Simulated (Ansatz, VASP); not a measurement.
# Two plane-wave programs on MnO

```xyz
2
Lattice="0.0000 2.2239 2.2239 2.2239 0.0000 2.2239 2.2239 2.2239 0.0000" Properties=species:S:1:pos:R:3 pbc="T T T"
Mn    0.0000    0.0000    0.0000
O     2.2239    2.2239    2.2239
```

The cell is a database's computed one.

Alike in both runs: task single point; functional PBE; k mesh 10 × 10 × 10; occupations fermi-dirac, width 0.05 eV; collinear spin, ferromagnetic start.

```csv
,VASP,Ansatz
version,VASP 6.6.1,Ansatz 0.2.0
potentials or method,"VASP PAW PBE potentials, release 64 (Mn_pv, O)",Ansatz PAW
plane-wave cutoff (eV),520,420
valence electrons in the cell,19,21
```

|  | VASP | Ansatz | Ansatz less VASP |
| --- | --- | --- | --- |
| gap on the k mesh at the Fermi level (eV) | none | none | - |
| pressure (GPa) | 0.2 | 0.1 | -0.19 |
| net moment per atom (μB) | 2.40 | 2.40 | 0.000 |
| size of the moment on the site where the two differ most (μB) | 4.35 | 4.06 | -0.284 |

Site moments also hang on the region over which each program counts them. A gap of «none» marks a metal or a gap that the smearing closes. The two sets of potentials don't hold the same shells in valence.

Caveats: a cell with one magnetic atom can't hold antiferromagnetic order, which such compounds often take; semilocal functionals often make such compounds metallic where correlation or magnetic order opens a gap, which also shifts bond lengths; the pressure holds a Pulay correction of +0.6 GPa for the finite cutoff (Ansatz). With open d or f shells a metallic result of PBE can be an artefact of self-interaction; +U or a hybrid may open a gap.
